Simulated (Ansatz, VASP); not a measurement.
## Two plane-wave programs on Si

```
Si
1.0
    -3.31090    3.31090    3.31090
     3.31090   -3.31090    3.31090
     3.31090    3.31090   -3.31090
Si
8
Cartesian
  0.6820 0.6820 0.6820
  -0.6820 2.6289 0.6820
  0.6820 -0.6820 2.6289
  2.6289 0.6820 -0.6820
  2.6289 2.6289 2.6289
  0.6820 3.9929 -0.6820
  -0.6820 0.6820 3.9929
  3.9929 -0.6820 0.6820
```

This isn't the form of Si at room conditions, which is diamond.

Alike in both runs: task single point; functional r2SCAN; k mesh 4 × 4 × 4; occupations gaussian, width 0.1 eV; no spin polarisation.

|  | VASP | Ansatz |
| --- | --- | --- |
| version | VASP 6.6.1 | Ansatz 0.2.0 |
| potentials or method | VASP PAW PBE potentials, release 64 (Si) | scalar-relativistic, plane waves, PAW |
| plane-wave cutoff (eV) | 520 | 500 |
| valence electrons in the cell | 32 | 32 |

|  | VASP | Ansatz | Ansatz less VASP |
| --- | --- | --- | --- |
| gap on the k mesh at the Fermi level (eV) | none | none | - |
| pressure (GPa) | -0.1 | 0.2 | +0.22 |
| rms of the force components (eV/Å) | 0.207 | 0.201 | -0.0062 |

Atom by atom the forces differ by 0.006 eV/Å (rms over components). A gap of «none» marks a metal or a gap that the smearing closes.

Caveats: the PAW data sets were made with another functional, which shifts forces and pressure a little (VASP).
